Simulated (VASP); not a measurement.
A run of VASP 6.6.1 is set up as follows.

File POSCAR:

```
Y
1.0
    0.0000000000      2.5519910612      2.5519910612
    2.5519910612      0.0000000000      2.5519910612
    2.5519910612      2.5519910612      0.0000000000
Y
1
Direct
    0.0000000000      0.0000000000      0.0000000000
```

INCAR.step1

```
PREC = Accurate
ENCUT = 500
EDIFF = 1E-5
ISMEAR = 1
SIGMA = 0.1
LREAL = False
LASPH = True
NELM = 100
ALGO = Normal
ISIF = 2
LWAVE = True
LCHARG = False
NBANDS = 12
GGA = PE
```

File INCAR.step2:

```
PREC = Accurate
ENCUT = 500
EDIFF = 1E-6
ISMEAR = 1
SIGMA = 0.1
LREAL = False
LASPH = True
NELM = 100
ALGO = Normal
ISIF = 2
LWAVE = False
LCHARG = False
GGA = PS
LHFCALC = True
HFSCREEN = 0.2
PRECFOCK = Fast
NBANDS = 12
ISTART = 1
```

The input KPOINTS:

```
regular mesh
0
Gamma
  5 5 5
```

Potentials or basis: VASP PAW PBE potentials, release 64 (Y_sv).

Run with:

```bash
$ cat potpaw_PBE.64/Y_sv/POTCAR > POTCAR
$ cp INCAR.step1 INCAR
$ mpirun -np 1 vasp_std > vasp.out
$ cp INCAR.step2 INCAR
$ mpirun -np 1 vasp_std > vasp.out
```

(1) Predict the pressure.

(2) Predict the band gap on the k mesh.

## Answers

(1) -0.2 GPa.

(2) none (metal or under the smearing width).

Caveat: the k mesh is coarse (spacing up to 0.43 Å⁻¹), so the values aren't converged, least of all with exact exchange; the PAW data sets were made with another functional, which shifts forces and pressure a little.
